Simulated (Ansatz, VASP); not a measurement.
## Zr: VASP beside Ansatz

```
Zr
1.0
     2.70525    0.00000    0.00000
     0.00000    2.70525    0.00000
     0.00000    0.00000    2.70525
Zr
1
Direct
  0.00000 0.00000 0.00000
```

Alike in both runs: functional LDA; k mesh 14 × 14 × 14; occupations fermi-dirac, width 0.1 eV; no spin polarisation.

Ansatz relaxed the structure, and its values are those at the end. VASP's run is a single point on that final structure, the one shown.

```csv
,VASP,Ansatz
version,VASP 6.6.1,Ansatz 0.2.0
potentials or method,"VASP PAW LDA potentials, release 64 (Zr_sv), cutoff 520 eV","all-electron LAPW, scalar-relativistic"
```

|  | VASP | Ansatz | Ansatz less VASP |
| --- | --- | --- | --- |
| pressure (GPa) | 15.2 | 15.0 | -0.18 |

Ansatz ran all-electron here, so the differences hold the error of VASP's frozen core and of both bases.

Caveats: so large a pressure means that the cell lies far from this level's equilibrium, or that cutoff or potentials fall short (VASP).
